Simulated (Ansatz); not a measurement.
# Pd (Fm-3m), stationary points along a deformation path

All numbers below come from DFT PBE, scalar-relativistic, plane waves, PAW in Ansatz 0.2.0. Settings: plane waves to 420 eV, k-mesh 24×24×24 (Γ-centred), Gaussian smearing 0.15 eV. No spin polarisation. Energies are free energies at this smearing, counted from the undisturbed cell; pressure is positive in compression.

The undisturbed cell (as given, not relaxed at this level; it stands at 7.7 GPa):

```
Pd
1.0
     0.00000    1.94490    1.94490
     1.94490    0.00000    1.94490
     1.94490    1.94490    0.00000
Pd
1
Direct
  0.00000 0.00000 0.00000
```

At fixed volume and fractional coordinates, lengths along (0.000, 0.000, 1.000) are scaled against those across it; ρ is that ratio over its starting value. V = 14.714 Å³/atom. Δσ is the stress along the axis less the mean stress across it (compression positive).

| ρ | ΔE (meV/atom) | Δσ (GPa) | space group |
| --- | --- | --- | --- |
| 0.650 | 52.9 | -0.79 | I4/mmm |
| 0.707 | 56.7 | -0.01 | Im-3m |
| 0.780 | 46.8 | 3.14 | I4/mmm |
| 0.850 | 27.1 | 3.98 | I4/mmm |
| 0.920 | 9.4 | 3.12 | I4/mmm |
| 0.960 | 2.6 | 1.97 | I4/mmm |
| 1.000 | 0.0 | 0.00 | Fm-3m |
| 1.050 | 4.8 | -3.39 | I4/mmm |
| 1.100 | 20.1 | -7.57 | I4/mmm |
| 1.200 | 91.6 | -20.31 | I4/mmm |
| 1.300 | 228.2 | -35.79 | I4/mmm |
| 1.414 | 457.7 | -53.82 | I4/mmm |
| 1.500 | 678.4 | -68.64 | I4/mmm |

**Question.** How does the stress give the slope of the energy, and where is the energy stationary?

**Answer.** Along the path d ln(length) is 2/3 d ln ρ on the axis and −1/3 d ln ρ across it, so dE/d ln ρ = −(2/3) V Δσ: the energy falls with ρ where Δσ is positive. Δσ vanishes or changes sign at ρ = 0.707 (Im-3m), a maximum at 56.7 meV/atom; at ρ = 1.000 (Fm-3m), a minimum at 0.0 meV/atom. Pairs of stationary points between two samples would go unseen, and could change a minimum read from distant neighbours into a maximum. At ρ = 0.707, 1.000 the cell is cubic, where symmetry alone makes the stress isotropic and the slope zero.

**Question.** Which shear constant sets the curvature at ρ = 1?

**Answer.** For a cubic crystal E/V = (2/3) C (ln ρ)² with C = C′ = (C11 − C12)/2, so Δσ = −2C ln ρ. The parabola of Δσ against ln ρ through ρ = 0.960, 1 and 1.050 gives C ≈ 29 GPa with the ions clamped, rough because the steps are large. It is the stress–strain coefficient at this cell's pressure of 7.7 GPa, not the zero-pressure constant.

**Question.** Integrate that slope from ρ = 1 to 0.850 by the trapezoid rule.

**Answer.** With V/N in Å³ and 1 eV/Å³ = 160.2 GPa the slopes at ρ = 1.000, 0.960, 0.920, 0.850 are 0, -120, -191, -244 meV/atom per unit of ln ρ. The steps add 2.5 + 6.6 + 17.2 = 26.3 meV/atom, against 27.1 from the energies; the trapezoid rule misses the curvature of the slope within each step.

In a metal these slopes depend on the k mesh and the smearing.